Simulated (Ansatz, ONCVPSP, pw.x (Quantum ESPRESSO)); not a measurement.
# What a changed setting does to a pw.x run (bcc N)

Potential: optimised norm-conserving Vanderbilt (ONCV), ONCVPSP 4.0.1.1 (patched build), PBE; core [He], reference 2s2 2p3; waves: 2s: rc 0.85 bohr, ncon 5, nbas 10, qcut 9.2 1/bohr, 1 projector; 2p: rc 2.05 bohr, ncon 3, nbas 6, qcut 8.5 1/bohr, 2 projectors, debl 2.2 Ha; d scattering state at 0.12 Ha: rc 2.15 bohr, ncon 4, nbas 8, qcut 4.8 1/bohr, 2 projectors, debl 3.9 Ha; local part: polynomial inside 0.75 bohr (lpopt 3, dvloc0 0 Ha); core correction: Teter function, fcfact 2.5, rcfact 1.1.

The reference run (k-mesh 18³, cutoffs 90/360 Ry, Fermi–Dirac 0.01 Ry, mixing_beta 0.4, conv_thr 1e-9, no spin) gives -0.31 GPa at 7.247 Å³/atom, where all-electron LAPW gives -0.09 GPa. This run, with its own iteration cap, changes degauss to 0.005.

```
&control
  calculation='scf', prefix='x', pseudo_dir='./', outdir='./tmp', tstress=.true., disk_io='none'
/
&system
  ibrav=0, nat=1, ntyp=1, ecutwfc=90, ecutrho=360, nbnd=9,
  occupations='smearing', smearing='fd', degauss=0.005
/
&electrons
  conv_thr=1e-09, mixing_beta=0.4, electron_maxstep=60
/
ATOMIC_SPECIES
N 1.0 N.UPF
CELL_PARAMETERS angstrom
  -1.21908154 1.21908154 1.21908154
  1.21908154 -1.21908154 1.21908154
  1.21908154 1.21908154 -1.21908154
ATOMIC_POSITIONS crystal
N 0.0000 0.0000 0.0000
K_POINTS automatic
18 18 18 0 0 0
```

```bash
pw.x < N.scf.in > N.scf.out
```

Question: How does the run end?

Answer: It converges in 8 iterations; the free energy moves by +13.6 meV/atom and the pressure by -0.47 GPa. In a metal, with Fermi–Dirac smearing, F lies below its zero-width value by a term in the square of the width.

```
Message from routine setup:
     using ibrav=0 with symmetry is DISCOURAGED, use correct ibrav instead
     lattice parameter (alat)  =       3.9902  a.u.
     unit-cell volume          =      48.9052 (a.u.)^3
     number of electrons       =         5.00
     number of Kohn-Sham states=            9
     kinetic-energy cutoff     =      90.0000  Ry
     charge density cutoff     =     360.0000  Ry
     scf convergence threshold =      1.0E-09
     Exchange-correlation= PBE
     number of k points=   195  Fermi-Dirac smearing, width (Ry)=  0.0050
     iteration #  1     ecut=    90.00 Ry     beta= 0.40
     c_bands:  1 eigenvalues not converged
     total energy              =     -19.54386800 Ry
     estimated scf accuracy    <       0.00047279 Ry
     iteration #  2     ecut=    90.00 Ry     beta= 0.40
     total energy              =     -19.54394811 Ry
     estimated scf accuracy    <       0.00014070 Ry
     iteration #  3     ecut=    90.00 Ry     beta= 0.40
     total energy              =     -19.54396535 Ry
     estimated scf accuracy    <       0.00000585 Ry
     iteration #  4     ecut=    90.00 Ry     beta= 0.40
     total energy              =     -19.54396660 Ry
     estimated scf accuracy    <       0.00000002 Ry
     iteration #  5     ecut=    90.00 Ry     beta= 0.40
     total energy              =     -19.54396672 Ry
     estimated scf accuracy    <          8.8E-09 Ry
     iteration #  6     ecut=    90.00 Ry     beta= 0.40
     total energy              =     -19.54396674 Ry
     estimated scf accuracy    <       0.00000003 Ry
     iteration #  7     ecut=    90.00 Ry     beta= 0.40
     total energy              =     -19.54396674 Ry
     estimated scf accuracy    <          1.2E-09 Ry
     iteration #  8     ecut=    90.00 Ry     beta= 0.40
     the Fermi energy is     8.9654 ev
!    total energy              =     -19.54396674 Ry
     estimated scf accuracy    <          1.1E-10 Ry
     smearing contrib. (-TS)   =      -0.00072742 Ry
     The total energy is F=E-TS. E is the sum of the following terms:
     one-electron contribution =       3.52903692 Ry
     hartree contribution      =       1.52846070 Ry
     xc contribution           =      -4.85431983 Ry
     ewald contribution        =     -19.74641711 Ry
     convergence has been achieved in   8 iterations
          total   stress  (Ry/bohr**3)                   (kbar)     P=       -7.80
     Message from routine punch:
     Nothing written, as per user request (disk_io='none')
```

The run took about 12 s on one core of a shared host (Intel(R) Xeon(R) Platinum 8488C, 96 threads, 744 GiB, load 30).
